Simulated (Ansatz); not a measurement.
input.yaml (Ansatz)

```yaml
crystal:
  lattice:
    - [-2.8251555483, 2.4769864242, 1.3643942702]
    - [2.4769864242, -2.8251555483, 1.3643942702]
    - [3.4999057278, 3.4999057278, -2.0020666587]
  atoms:
    - { symbol: Se, position: [0.0538134276, 0.9461865724, 0.0] }
    - { symbol: Se, position: [0.6961865724, 0.3038134276, 0.5] }
hamiltonian:
  xc: lda
  pseudopotentials:
    kind: paw_fr
    azcp:
      Se: "pseudopotentials/Se.paw.azcp"
basis:
  ecutwfc: 420
  fft_grid_basis: typed
kpoints:
  mp_grid: { grid: [14, 14, 7], shift: [0, 0, 0] }
magnetization:
  noncollinear: true
  spin_orbit: true
scf:
  occupations: { method: fermi_dirac, width: 0.1 }
```

Output

```
Warning: the record states the generating functional pbe (its physics header spells it `PBE`), which answers neither for hamiltonian.xc's functional nor for the lda family's — results may be inconsistent (PPs are generated against a specific XC)
Engine: ansatz 0.2.0, x86_64-unknown-linux-gnu
Pseudopotentials: kind: paw_fr
Pseudopotential: Se, paw_fr, valence charge 16, recommended cutoff 420 eV (normal) 
Functional definition: SPW92
  exchange = slater_x
  correlation = pw_c
non-collinear run that drives no moment, with spin-orbit: no starting moment large enough to seed its density (crystal.atoms[].spin), no starting occupations that ask for one, no magnetisation constraint and no magnetic field, so the semilocal B_xc is pinned to zero
Crystal: 2 atoms, lattice volume = 46.942 Å³
Basis set: ecut = 420 eV, 927 PW (Γ)
Bands: 40, of which v1, the nominal top of the filled ones, is band 32 counted from 1 (31 counted from 0)
Symmetry: 4 space group operations + 4 with time reversal
Magnetic group: BNS 15.86 (UNI 93), of the structure as read, at distance tolerance 3.6e-5 Å
k-points: 372 of 1372
Projection manifold: j_resolved (fully-relativistic pseudo-atomic orbitals)
Non-local potential: Se, projectors of the file, l = 0: 2, l = 1: 4, l = 2: 6, l = 3: 2
PAW form: soft (Blöchl's): semilocal exchange-correlation on the pseudo side does not see the compensation charge
PAW frozen core: Se, regenerated for the run's functional, and the local potential with it (the file was generated under x = pbe(κ = 0.804, μ = 0.2195149727645171), c = pbe(β = 0.06672455060314922))
PAW one-centre angular grid: Se, 590 points (default); XC on 64 Gauss nodes
Initial density: superposition of atomic densities (chi_scale 0.1, normalization cell)
Initial wavefunctions: pseudopotential atomic-orbital guess
Functional: x = slater, c = lda
SCF iter   1: F=—  HF=-10766.574601 eV  |F-HF|=—  |Δ(HF+E_count)|=         —  Δρ=2.04e-2  dr2=1.19e-1  dr2_m=0.00e0 (ungated)  ethr=3.10e-3  |M|=0.00e0 ∫|m|=0.00e0 μB  |m|>n=0.0e0 m-floor=0.0e0 τ_xc=0.0e0  β_m=0.30  ⟨swp⟩=9.8  Hψ=35518  notcnv=0  defer=120
spin=Noncollinear: Kerker preconditioning applied to the charge; magnetization (m_x, m_y, m_z) channels mix plain (no charge-response kernel on spin).
SCF iter   2: F=—  HF=-10766.559290 eV  |F-HF|=—  |Δ(HF+E_count)|=   1.53e-2  Δρ=1.53e-2  dr2=6.85e-2  dr2_m=0.00e0 (ungated)  ethr=3.72e-4  |M|=0.00e0 ∫|m|=0.00e0 μB  |m|>n=0.0e0 m-floor=0.0e0 τ_xc=0.0e0  β_m=0.65  ⟨swp⟩=1.1  Hψ=8948  notcnv=0  defer=168
SCF iter   3: F=—  HF=-10766.540963 eV  |F-HF|=—  |Δ(HF+E_count)|=   1.83e-2  Δρ=1.53e-3  dr2=9.28e-4  dr2_m=0.00e0 (ungated)  ethr=2.14e-4  |M|=0.00e0 ∫|m|=0.00e0 μB  |m|>n=0.0e0 m-floor=0.0e0 τ_xc=0.0e0  β_m=0.79  ⟨swp⟩=2.0  Hψ=10649  notcnv=0  defer=168
SCF iter   4: F=—  HF=-10766.541022 eV  |F-HF|=—  |Δ(HF+E_count)|=   5.82e-5  Δρ=6.17e-4  dr2=1.41e-4  dr2_m=0.00e0 (ungated)  ethr=2.90e-6  |M|=0.00e0 ∫|m|=0.00e0 μB  |m|>n=0.0e0 m-floor=0.0e0 τ_xc=0.0e0  β_m=0.78  ⟨swp⟩=2.0  Hψ=12734  notcnv=0  defer=168
SCF iter   5: F=—  HF=-10766.540993 eV  |F-HF|=—  |Δ(HF+E_count)|=   2.90e-5  Δρ=2.07e-4  dr2=1.59e-5  dr2_m=0.00e0 (ungated)  ethr=4.41e-7  |M|=0.00e0 ∫|m|=0.00e0 μB  |m|>n=0.0e0 m-floor=0.0e0 τ_xc=0.0e0  β_m=0.88  ⟨swp⟩=2.3  Hψ=11772  notcnv=0  defer=168
SCF iter   6: F=—  HF=-10766.540999 eV  |F-HF|=—  |Δ(HF+E_count)|=   6.55e-6  Δρ=5.46e-5  dr2=1.07e-6  dr2_m=0.00e0 (ungated)  ethr=4.98e-8  |M|=0.00e0 ∫|m|=0.00e0 μB  |m|>n=0.0e0 m-floor=0.0e0 τ_xc=0.0e0  β_m=0.94  ⟨swp⟩=2.3  Hψ=9194  notcnv=0  defer=168
SCF iter   7: F=-10766.541000 eV  HF=-10766.541000 eV  |F-HF|=1.59e-8  |Δ(HF+E_count)|=   7.90e-7  Δρ=9.54e-6  dr2=5.00e-8  dr2_m=0.00e0 (ungated)  ethr=3.13e-10  |M|=0.00e0 ∫|m|=0.00e0 μB  |m|>n=0.0e0 m-floor=0.0e0 τ_xc=0.0e0  ⟨swp⟩=1.8  Hψ=20114  notcnv=0
SCF 1 converged in 7 iterations: F = -10766.541000 eV  dr2 = 5.00e-8
SCF converged after 7 iterations
Magnetization: |M| = 0.0000 μB,  M = (+0.0000, +0.0000, +0.0000) μB
Absolute magnetization: 0.0000 μB (∫|m|)
  site 0: m = (+0.0000, +0.0000, +0.0000) μB, |m| = 0.0000 μB  (R = 1.03 Å)
  site 1: m = (+0.0000, +0.0000, +0.0000) μB, |m| = 0.0000 μB  (R = 1.03 Å)
Free energy (F): -10766.541000 eV
Harris-Foulkes:  -10766.541000 eV  (|F-HF|=1.59e-8)
Internal energy: -10766.514568 eV  (E = F + TS)
E sigma→0 (E₀):  -10766.527784 eV
Entropy (-TS):   -0.026432 eV (-13.216 meV/atom)
Fermi energy:    8.779004 eV
--- Per-component energies (eV) ---
  E_band       = -769.374794
  E_kinetic    = 236.315324
  E_local      = -4756.215333  (includes V_loc(G=0)·N_el)
  E_nonlocal   = -1174.732933
  E_hartree    = 2349.125182
  E_xc         = -206.619251
  E_vxc        = -196.175180  (∫ρ·V_xc dr)
  E_paw        = -3656.337258  (= ΣΔE_a)
  E_vpaw       = 423.177701  (= ΣTr[D̂ρ^β])
  E_aug_tail   = -0.001178  (compensation charges beyond the density's cutoff)
  E_ewald      = -3562.497133
  E_core_change = 4.448012  (= ΣΔE_core)
  E_smearing   = -0.026432  (= −TS)
  E_closure    = 0.000000  (closes the sum)
  Σ components = -10766.541000   (vs F -10766.541000, Δ=0.00e0)
```

Command:

```sh
ansatz run input.yaml --threads 2 --pin off --max-ram 5120MiB --backend cpu --events-out ev --progress --plain --runs-dir out
```

On 2 threads of Intel(R) Xeon(R) Platinum 8488C (Sapphire Rapids) (shared host) this took about 41 s of wall time and 80 s of CPU time.
